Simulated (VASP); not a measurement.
# Si (Fd-3m) in VASP: further runs, part 2 of 2

VASP 6.6.1.

### 4 Dielectric tensor, PBE

Contents of INCAR:

```
PREC     = Accurate       # precision mode
ENCUT    = 400            # plane-wave cutoff, eV
EDIFF    = 1E-8           # SCF threshold, eV
ISMEAR   = 0              # smearing method
SIGMA    = 0.01           # smearing width, eV
LREAL    = False          # projectors in reciprocal space
LASPH    = True           # aspherical terms in the spheres
NELM     = 100            # most SCF steps
ALGO     = Normal         # electronic algorithm
ISIF     = 2              # what is computed and relaxed
LWAVE    = False          # write WAVECAR
LCHARG   = False          # write CHGCAR
GGA      = PE             # functional
LEPSILON = True           # dielectric tensor by DFPT
```

Contents of KPOINTS:

```
Automatic mesh
0
Gamma
  7 7 7
```

Contents of POSCAR:

```
Si
1.0
    0.0000000000      2.7218511865      2.7218511865
    2.7218511865      0.0000000000      2.7218511865
    2.7218511865      2.7218511865      0.0000000000
Si
2
Direct
    0.5000000000      0.5000000000      0.5000000000
    0.7500000000      0.7500000000      0.7500000000
```

Potentials or basis: VASP PAW PBE potentials, release 64 (Si).

On the command line:

```
cat potpaw_PBE.64/Si/POTCAR > POTCAR
mpirun -np 1 vasp_std > vasp.out
```

OUTCAR:

```text
PREC = Accurate
   ENCUT = 400
   EDIFF = 1E-8
   ISMEAR = 0
   LREAL = False
   LASPH = True
   NELM = 100
   ISIF = 2
   GGA = PE
   LEPSILON = True

 Found     20 irreducible k-points:

 Following reciprocal coordinates:
            Coordinates               Weight
  0.000000  0.000000  0.000000      1.000000
  0.142857  0.000000  0.000000      8.000000
  0.285714  0.000000  0.000000      8.000000
  0.428571  0.000000  0.000000      8.000000
  0.142857  0.142857  0.000000      6.000000
  0.285714  0.142857  0.000000     24.000000
   k-points           NKPTS =     20   k-points in BZ     NKDIM =     20   number of bands    NBANDS=      8
   number of dos      NEDOS =    301   number of ions     NIONS =      2
   total plane-waves  NPLWV =  21952
   dimension x,y,z NGX =    28 NGY =   28 NGZ =   28
[... 204 lines left out ...]
    -0.00000  0.00132  0.00000
     0.00000  0.00000 -0.00385

 MACROSCOPIC STATIC DIELECTRIC TENSOR (including local field effects in DFT)
 ------------------------------------------------------
          14.872154     0.000000     0.000000
           0.000000    14.872154     0.000000
           0.000000     0.000000    14.872154
 ------------------------------------------------------

 PIEZOELECTRIC TENSOR (including local field effects)  for field in x, y, z        (e  Angst)
          XX          YY          ZZ          XY          YZ          ZX
  --------------------------------------------------------------------------------
  x    -0.00000    -0.00000    -0.00000     0.00000    -0.00000     0.00000
  y     0.00000     0.00000    -0.00000     0.00000     0.00000    -0.00000
  z    -0.00000     0.00000     0.00000    -0.00000     0.00000     0.00000

 PIEZOELECTRIC TENSOR (including local field effects)  for field in x, y, z        (C/m^2)
          XX          YY          ZZ          XY          YZ          ZX
  --------------------------------------------------------------------------------
  x    -0.00000    -0.00000    -0.00000     0.00000    -0.00000     0.00000
  y     0.00000     0.00000    -0.00000     0.00000     0.00000    -0.00000
  z    -0.00000     0.00000     0.00000    -0.00000     0.00000     0.00000

 BORN EFFECTIVE CHARGES (including local field effects) (in |e|, cummulative output)
 ---------------------------------------------------------------------------------
 ion    1
    1     0.00000     0.00000     0.00000
    2     0.00000     0.00000     0.00000
    3     0.00000     0.00000     0.00000
 ion    2
    1    -0.00000    -0.00000     0.00000
    2     0.00000    -0.00000    -0.00000
    3    -0.00000     0.00000    -0.00000
```

It took 53 s on 1 thread of AMD EPYC 9R45 (Zen 5), shared host; peak memory 0.13 GiB.

These settings aren't checked as converged: the numbers below hold their error.

Results:

* Band gap on the k mesh: 0.59 eV, indirect (least direct gap 2.56 eV)
* Electronic dielectric tensor (diagonal): 14.87
* Born charges (mean of the diagonal): Si +0.00 e

Caveat: the gap is small at this level, which inflates the dielectric constant; an odd mesh through Γ misses points on the zone boundary, where band edges often lie.

### 5 Dielectric tensor, PBE

INCAR, as its differences from that of step 4:

```diff
@@ -1,3 +1,3 @@
 PREC     = Accurate       # precision mode
-ENCUT    = 400            # plane-wave cutoff, eV
+ENCUT    = 460            # plane-wave cutoff, eV
 EDIFF    = 1E-8           # SCF threshold, eV
```

KPOINTS is that of step 4.

POSCAR is that of step 4.

Potentials or basis: VASP PAW PBE potentials, release 64 (Si).

On the command line:

```
cat potpaw_PBE.64/Si/POTCAR > POTCAR
mpirun -np 1 vasp_std > vasp.out
```

OUTCAR:

```text
PREC = Accurate
   ENCUT = 460
   EDIFF = 1E-8
   ISMEAR = 0
   LREAL = False
   LASPH = True
   NELM = 100
   ISIF = 2
   GGA = PE
   LEPSILON = True

 Found     20 irreducible k-points:

 Following reciprocal coordinates:
            Coordinates               Weight
  0.000000  0.000000  0.000000      1.000000
  0.142857  0.000000  0.000000      8.000000
  0.285714  0.000000  0.000000      8.000000
  0.428571  0.000000  0.000000      8.000000
  0.142857  0.142857  0.000000      6.000000
  0.285714  0.142857  0.000000     24.000000
   k-points           NKPTS =     20   k-points in BZ     NKDIM =     20   number of bands    NBANDS=      8
   number of dos      NEDOS =    301   number of ions     NIONS =      2
   total plane-waves  NPLWV =  21952
   dimension x,y,z NGX =    28 NGY =   28 NGZ =   28
   dimension x,y,z NGXF=    56 NGYF=   56 NGZF=   56
   ions per type =               2
   NGX,Y,Z   is equivalent  to a cutoff of  12.09, 12.09, 12.09 a.u.
   NGXF,Y,Z  is equivalent  to a cutoff of  24.19, 24.19, 24.19 a.u.
 SYSTEM =  unknown system
   PREC   = accura    normal or accurate (medium, high low for compatibility)
   ISTART =      0    job   : 0-new  1-cont  2-samecut
   ICHARG =      2    charge: 1-file 2-atom 10-const
   ISPIN  =      1    spin polarized calculation?
   LNONCOLLINEAR =      F non collinear calculations
   LSORBIT =      F    spin-orbit coupling
   LASPH  =      T    aspherical Exc in radial PAW
   ENCUT  =  460.0 eV  33.81 Ry    5.81 a.u.   6.73  6.73  6.73*2*pi/ulx,y,z
[... 176 lines left out ...]

  energy without entropy =       -1.65619747

------------------------ aborting loop because EDIFF is reached ----------------------------------------

 PIEZOELECTRIC TENSOR FIELD DIRECTION 3  (e Angst)
 -----------------------------------------------------------------------------
     0.00333 -0.00000  0.00000           (  0.00001  0.00000  0.00000)
    -0.00000  0.00333  0.00000           (  0.00000  0.00001  0.00000)
     0.00000  0.00000 -0.00970           (  0.00000  0.00000 -0.00000)

 PIEZOELECTRIC TENSOR FIELD DIRECTION 3  (C/m^2)
 -----------------------------------------------------------------------------
     0.00132 -0.00000  0.00000
    -0.00000  0.00132  0.00000
     0.00000  0.00000 -0.00385

 MACROSCOPIC STATIC DIELECTRIC TENSOR (including local field effects in DFT)
 ------------------------------------------------------
          14.874807    -0.000000    -0.000000
          -0.000000    14.874807     0.000000
           0.000000    -0.000000    14.874807
 ------------------------------------------------------

 PIEZOELECTRIC TENSOR (including local field effects)  for field in x, y, z        (e  Angst)
          XX          YY          ZZ          XY          YZ          ZX
  --------------------------------------------------------------------------------
  x    -0.00000     0.00000     0.00000     0.00000    -0.00000     0.00000
  y     0.00000     0.00000     0.00000     0.00000     0.00000     0.00000
  z     0.00000     0.00000     0.00000     0.00000     0.00000     0.00000

 PIEZOELECTRIC TENSOR (including local field effects)  for field in x, y, z        (C/m^2)
          XX          YY          ZZ          XY          YZ          ZX
  --------------------------------------------------------------------------------
  x    -0.00000     0.00000     0.00000     0.00000    -0.00000     0.00000
  y     0.00000     0.00000     0.00000     0.00000     0.00000     0.00000
  z     0.00000     0.00000     0.00000     0.00000     0.00000     0.00000

 BORN EFFECTIVE CHARGES (including local field effects) (in |e|, cummulative output)
 ---------------------------------------------------------------------------------
 ion    1
    1    -0.00000     0.00000    -0.00000
    2    -0.00000    -0.00000     0.00000
    3    -0.00000     0.00000    -0.00000
 ion    2
    1     0.00000    -0.00000     0.00000
    2     0.00000     0.00000    -0.00000
    3     0.00000    -0.00000     0.00000
```

It took 58 s on 1 thread of AMD EPYC 9R45 (Zen 5), shared host; peak memory 0.13 GiB.

These settings aren't checked as converged: the numbers below hold their error.

Results:

```
Band gap on the k mesh                  : 0.59 eV, indirect (least direct gap 2.56 eV)
Electronic dielectric tensor (diagonal) : 14.87
Born charges (mean of the diagonal)     : Si +0.00 e
```

Caveat: the gap is small at this level, which inflates the dielectric constant; an odd mesh through Γ misses points on the zone boundary, where band edges often lie.

### 6 Dielectric tensor, PBE

INCAR, as its differences from that of step 5:

```diff
@@ -1,3 +1,3 @@
 PREC     = Accurate       # precision mode
-ENCUT    = 460            # plane-wave cutoff, eV
+ENCUT    = 400            # plane-wave cutoff, eV
 EDIFF    = 1E-8           # SCF threshold, eV
```

Contents of KPOINTS:

```
Automatic mesh
0
Gamma
  8 8 8
```

POSCAR is that of step 5.

Potentials or basis: VASP PAW PBE potentials, release 64 (Si).

On the command line:

```
cat potpaw_PBE.64/Si/POTCAR > POTCAR
mpirun -np 1 vasp_std > vasp.out
```

OUTCAR:

```text
PREC = Accurate
   ENCUT = 400
   EDIFF = 1E-8
   ISMEAR = 0
   LREAL = False
   LASPH = True
   NELM = 100
   ISIF = 2
   GGA = PE
   LEPSILON = True

 Found     29 irreducible k-points:

 Following reciprocal coordinates:
            Coordinates               Weight
  0.000000  0.000000  0.000000      1.000000
  0.125000  0.000000  0.000000      8.000000
  0.250000  0.000000  0.000000      8.000000
  0.375000  0.000000  0.000000      8.000000
  0.500000  0.000000  0.000000      4.000000
  0.125000  0.125000  0.000000      6.000000
   k-points           NKPTS =     29   k-points in BZ     NKDIM =     29   number of bands    NBANDS=      8
   number of dos      NEDOS =    301   number of ions     NIONS =      2
   total plane-waves  NPLWV =  21952
   dimension x,y,z NGX =    28 NGY =   28 NGZ =   28
   dimension x,y,z NGXF=    56 NGYF=   56 NGZF=   56
   ions per type =               2
   NGX,Y,Z   is equivalent  to a cutoff of  12.09, 12.09, 12.09 a.u.
   NGXF,Y,Z  is equivalent  to a cutoff of  24.19, 24.19, 24.19 a.u.
 SYSTEM =  unknown system
   PREC   = accura    normal or accurate (medium, high low for compatibility)
   ISTART =      0    job   : 0-new  1-cont  2-samecut
   ICHARG =      2    charge: 1-file 2-atom 10-const
   ISPIN  =      1    spin polarized calculation?
   LNONCOLLINEAR =      F non collinear calculations
   LSORBIT =      F    spin-orbit coupling
   LASPH  =      T    aspherical Exc in radial PAW
   ENCUT  =  400.0 eV  29.40 Ry    5.42 a.u.   6.28  6.28  6.28*2*pi/ulx,y,z
[... 177 lines left out ...]

  energy without entropy =       -1.56052189

------------------------ aborting loop because EDIFF is reached ----------------------------------------

 PIEZOELECTRIC TENSOR FIELD DIRECTION 3  (e Angst)
 -----------------------------------------------------------------------------
     0.00256  0.00000  0.00000           (  0.00001  0.00000  0.00000)
     0.00000  0.00256  0.00000           (  0.00000  0.00001  0.00000)
     0.00000  0.00000 -0.00873           (  0.00000  0.00000 -0.00000)

 PIEZOELECTRIC TENSOR FIELD DIRECTION 3  (C/m^2)
 -----------------------------------------------------------------------------
     0.00102  0.00000  0.00000
     0.00000  0.00102  0.00000
     0.00000  0.00000 -0.00347

 MACROSCOPIC STATIC DIELECTRIC TENSOR (including local field effects in DFT)
 ------------------------------------------------------
          14.059252    -0.000000    -0.000000
           0.000000    14.059252     0.000000
          -0.000000     0.000000    14.059252
 ------------------------------------------------------

 PIEZOELECTRIC TENSOR (including local field effects)  for field in x, y, z        (e  Angst)
          XX          YY          ZZ          XY          YZ          ZX
  --------------------------------------------------------------------------------
  x     0.00000     0.00000     0.00000     0.00000    -0.00000    -0.00000
  y     0.00000     0.00000     0.00000     0.00000     0.00000    -0.00000
  z     0.00000     0.00000     0.00000     0.00000     0.00000     0.00000

 PIEZOELECTRIC TENSOR (including local field effects)  for field in x, y, z        (C/m^2)
          XX          YY          ZZ          XY          YZ          ZX
  --------------------------------------------------------------------------------
  x     0.00000     0.00000     0.00000     0.00000    -0.00000    -0.00000
  y     0.00000     0.00000     0.00000     0.00000     0.00000    -0.00000
  z     0.00000     0.00000     0.00000     0.00000     0.00000     0.00000

 BORN EFFECTIVE CHARGES (including local field effects) (in |e|, cummulative output)
 ---------------------------------------------------------------------------------
 ion    1
    1     0.00000     0.00000     0.00000
    2    -0.00000     0.00000    -0.00000
    3    -0.00000    -0.00000     0.00000
 ion    2
    1     0.00000    -0.00000    -0.00000
    2     0.00000     0.00000     0.00000
    3     0.00000     0.00000     0.00000
```

Wall time 71 s (1 thread of AMD EPYC 9R45 (Zen 5), shared host); peak memory 0.13 GiB.

These settings aren't checked as converged: the numbers below hold their error.

Results:

| Property | Result |
| --- | --- |
| Band gap on the k mesh | 0.63 eV, indirect (least direct gap 2.56 eV) |
| Electronic dielectric tensor (diagonal) | 14.06 |
| Born charges (mean of the diagonal) | Si +0.00 e |

Caveat: the gap is small at this level, which inflates the dielectric constant.
